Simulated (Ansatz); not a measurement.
## Si2Ni in Ansatz: the effect of functional

Crystal: Si2Ni.

```
CELL_PARAMETERS angstrom
0.00000 2.70300 2.70300
2.70300 0.00000 2.70300
2.70300 2.70300 0.00000
ATOMIC_POSITIONS crystal
Ni 0.00000 0.00000 0.00000
Si 0.75000 0.75000 0.75000
Si 0.25000 0.25000 0.25000
```

Alike in all runs:

| Quantity | Value |
| --- | --- |
| Program | Ansatz 0.2.0 |
| Task | band structure |
| Potentials or basis | Ansatz PAW |
| k mesh | 5 × 5 × 5 |
| Occupations | fermi-dirac, width 0.05 eV |
| Spin | collinear spin, ferromagnetic start |
| Starting moments | [1.0, 0.0, 0.0] μB |

**Question.** One run gave: pressure 10.8 GPa. Which functional did it use?
A. PBE
B. LDA
C. PBEsol
D. BLYP
E. r2SCAN

**Answer.** D.

```tsv
functional	cutoff	pressure (GPa)
LDA	420 eV (not typed: the program's choice for these potentials)	-4.5
PBE	420 eV (not typed: the program's choice for these potentials)	3.8
PBEsol	420 eV (not typed: the program's choice for these potentials)	-0.9
RPBE	420 eV (not typed: the program's choice for these potentials)	6.6
revPBE	420 eV (not typed: the program's choice for these potentials)	5.9
BLYP	420 eV (not typed: the program's choice for these potentials)	10.8
r2SCAN	500 eV (not typed: the program's choice for these potentials)	-1.1
```

Caveats: all runs use coarse meshes; the starting moments weren't kept; the PAW data sets come from PBE, with cores solved anew for the run's functional, which leaves a small shift of forces and pressure (some runs); the magnetic or orbital state may not be the lowest (some runs).
